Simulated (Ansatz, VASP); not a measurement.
Two plane-wave programs on AgCl

```
Ag Cl
1.0
     3.76886    0.00000    0.00000
    -1.88443    3.26393    0.00000
     0.00000    0.00000    7.13082
Ag Cl
2 2
Direct
  0.00000 0.00000 0.00000
  0.33333 0.66667 0.50000
  0.66667 0.33333 0.25000
  0.66667 0.33333 0.75000
```

Alike in both runs: functional PBE; k mesh 9 × 9 × 6; occupations gaussian, width 0.02 eV; no spin polarisation.

Ansatz relaxed the structure, and its values are those at the end. VASP's run is a single point on that final structure, the one shown.

|  | VASP | Ansatz |
| --- | --- | --- |
| version | VASP 6.6.1 | Ansatz 0.2.0 |
| potentials or method | VASP PAW PBE potentials, release 64 (Ag, Cl) | scalar-relativistic, plane waves, PAW |
| plane-wave cutoff (eV) | 520 | 420 |
| valence electrons in the cell | 36 | 52 |

```tsv
	VASP	Ansatz	Ansatz less VASP
gap on the k mesh at the Fermi level (eV)	0.91	0.91	+0.002
least direct gap on the mesh (eV)	1.43	1.43	+0.001
pressure (GPa)	-0.1	0.0	+0.13
```

The two sets of potentials don't hold the same shells in valence.

Caveats: an odd mesh through Γ misses points on the zone boundary, where band edges often lie. As with any semilocal functional, this PBE gap is likely too small.
